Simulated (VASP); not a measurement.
Crystal: BaS.

```
Ba S
1.0
     0.00000    3.19375    3.19375
     3.19375    0.00000    3.19375
     3.19375    3.19375    0.00000
Ba S
1 1
Direct
  0.00000 0.00000 0.00000
  0.50000 0.50000 0.50000
```

```yaml
Program: VASP 6.6.1
Task: relaxation of cell and atoms
Functional: r2SCAN
Potentials_or_basis: VASP PAW PBE potentials, release 64 (Ba_sv, S)
Cutoff: 600 eV
k_mesh: 8 × 8 × 8
Occupations: gaussian, width 0.02 eV
Spin: no spin polarisation
```

At the start: pressure 1.4 GPa; volume 32.58 Å³/atom.

Problem. How do energy, volume and symmetry change on relaxing?

Solution. Over 3 steps the energy falls by 4.2 meV/atom and the volume is 33.56 Å³/atom (+3.0 %); space group Fm-3m (No. 225, to 0.05 Å).

Step by step:
| step | energy change (eV) | largest force (eV/Å) | pressure (GPa) | volume (Å³) |
| --- | --- | --- | --- | --- |
| 1 | 0.0000 | 0.0000 | 1.42 | 65.15 |
| 2 | -0.0073 | 0.0000 | -0.49 | 67.91 |
| 3 | -0.0085 | 0.0000 | 0.00 | 67.13 |

Final structure:
```
CELL_PARAMETERS angstrom
0.00000 3.22572 3.22572
3.22572 0.00000 3.22572
3.22572 3.22572 0.00000
ATOMIC_POSITIONS crystal
Ba 0.00000 0.00000 0.00000
S 0.50000 0.50000 0.50000
```

Caveat: the PAW data sets were made with another functional, which shifts forces and pressure a little.
